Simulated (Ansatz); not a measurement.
Input and command of a calculation in Ansatz (plane waves; scalar-relativistic PAW potentials unless the input names others):

```yaml
crystal:
  lattice:
    - [-4.04796, 4.04796, 0.0]
    - [-4.04796, 0.0, 4.04796]
    - [0.0, 4.04796, 4.04796]
  atoms:
    - { symbol: Al, position: [-0.0087341128, 0.0, 0.0] }
    - { symbol: Al, position: [0.5, 0.0, 0.0] }
    - { symbol: Al, position: [0.0, 0.5, 0.0] }
    - { symbol: Al, position: [0.0, 0.0, 0.5] }
    - { symbol: Al, position: [0.5, 0.5, 0.0] }
    - { symbol: Al, position: [0.5, 0.0, 0.5] }
    - { symbol: Al, position: [0.0, 0.5, 0.5] }
    - { symbol: Al, position: [0.5, 0.5, 0.5] }
basis:
  ecutwfc: 420
kpoints:
  mp_grid: { grid: [10, 10, 10] }
hamiltonian:
  xc: pbe
  dispersion: d3bj
scf:
  occupations: { method: gaussian, width: 0.15 }
  convergence: { dr2_threshold: 1.0e-16 }
  max_iter: 100
output:
  forces: true
  eigenvalues: true
  stress: true
```

```bash
ansatz run input.yaml --threads 2 --pin off --max-ram 5120MiB --backend cpu --events-out ev --progress --plain --runs-dir out
```

Abridged log:
```
Basis set: ecut = 420 eV, 2637 PW (Γ), exchange–correlation on 80×80×80 points (8 copies of the dense FFT grid, shifted against one another)
Bands: 20, of which v1, the nominal top of the filled ones, is band 12 counted from 1 (11 counted from 0)
Symmetry: 4 space group operations
k-points: 171 of 1000 (time reversal used)
SCF iter   1: F=—  HF=-4302.704638 eV  |F-HF|=—  |Δ(HF+E_count)|=         —  Δρ=5.09e-4  dr2=1.50e-4  ethr=1.77e-3  ⟨swp⟩=6.5  Hψ=19196  notcnv=0  defer=1
SCF iter   2: F=—  HF=-4302.705087 eV  |F-HF|=—  |Δ(HF+E_count)|=   4.50e-4  Δρ=3.08e-4  dr2=6.68e-5  ethr=6.23e-7  ⟨swp⟩=2.1  Hψ=6584  notcnv=0  defer=3
SCF iter   3: F=—  HF=-4302.705342 eV  |F-HF|=—  |Δ(HF+E_count)|=   2.54e-4  Δρ=2.36e-5  dr2=5.65e-7  ethr=2.78e-7  ⟨swp⟩=1.4  Hψ=3488  notcnv=0  defer=3
SCF iter   4: F=—  HF=-4302.705341 eV  |F-HF|=—  |Δ(HF+E_count)|=   1.10e-6  Δρ=8.89e-6  dr2=1.03e-7  ethr=2.36e-9  ⟨swp⟩=2.2  Hψ=5067  notcnv=0  defer=3
SCF iter   5: F=—  HF=-4302.705341 eV  |F-HF|=—  |Δ(HF+E_count)|=   8.13e-9  Δρ=1.73e-6  dr2=4.63e-9  ethr=4.29e-10  ⟨swp⟩=1.0  Hψ=3095  notcnv=0  defer=3
SCF iter   6: F=—  HF=-4302.705341 eV  |F-HF|=—  |Δ(HF+E_count)|=   1.80e-9  Δρ=1.97e-7  dr2=5.39e-11  ethr=1.93e-11  ⟨swp⟩=2.0  Hψ=5170  notcnv=0  defer=3
SCF iter   7: F=—  HF=-4302.705341 eV  |F-HF|=—  |Δ(HF+E_count)|=  1.27e-11  Δρ=1.54e-8  dr2=2.21e-13  ethr=2.24e-13 (applied; sched 1.00e-12)  ⟨swp⟩=2.6  Hψ=5301  notcnv=0  defer=5
SCF iter   8: F=—  HF=-4302.705341 eV  |F-HF|=—  |Δ(HF+E_count)|=  1.82e-12  Δρ=2.59e-9  dr2=7.41e-15  ethr=9.21e-16 (applied; sched 1.00e-12)  ⟨swp⟩=2.2  Hψ=5022  notcnv=0  defer=294
SCF iter   9: F=-4302.705341 eV  HF=-4302.705341 eV  |F-HF|=0.00e0  |Δ(HF+E_count)|=    0.00e0  Δρ=2.01e-10  dr2=4.86e-17  ethr=1.00e-12  ⟨swp⟩=4.2  Hψ=12472  notcnv=0
SCF 1 converged in 9 iterations: F = -4302.705341 eV  dr2 = 4.86e-17
SCF converged after 9 iterations
Free energy (F): -4302.705341 eV
Harris-Foulkes:  -4302.705341 eV  (|F-HF|=0.00e0)
Internal energy: -4302.665265 eV  (E = F + TS)
E sigma→0 (E₀):  -4302.685303 eV
Entropy (-TS):   -0.040076 eV (-5.009 meV/atom)
Fermi energy:    7.933056 eV
  E_disp       = -2.677410  (pairwise vdW)
--- Forces (eV/Å), atoms counted from 1 ---
  atom   1  Al    -0.15604196     0.15604196     0.00000000
  atom   2  Al     0.09299838    -0.09299838     0.00000000
  atom   3  Al     0.04380312     0.01255871    -0.04854467
  atom   4  Al    -0.01255871    -0.04380312    -0.04854467
  atom   5  Al    -0.01255871    -0.04380312     0.04854467
  atom   6  Al     0.04380312     0.01255871     0.04854467
  atom   7  Al    -0.00471466     0.00471466     0.00000000
  atom   8  Al     0.00526945    -0.00526945     0.00000000
--- Stress (GPa, compression-positive) ---
       -3.750986      -0.019037       0.000000
       -0.019037      -3.750986       0.000000
        0.000000       0.000000      -3.758070
  P = ⅓ Tr σ = -3.7533 GPa (-37.533 kbar)
```

One setting here is needlessly strict: a threshold far tighter than needed (scf.convergence.dr2_threshold: not typed → 1e-16). It leaves the result as it was and can only cost iterations: the run converged in 9 SCF iterations (reference: 6) with an energy at zero smearing within 0.01 meV/atom of the reference's, pressure -3.75 GPa, largest force 0.221 eV/Å, no gap on the mesh. A reference run from the same start on usual settings converged with pressure -3.75 GPa, largest force 0.221 eV/Å, no gap on the mesh.

It took 17 s on 2 threads of Intel(R) Xeon(R) Platinum 8259CL CPU @ 2.50GHz (Skylake/Cascade Lake) (shared host), peak memory 0.7 GiB.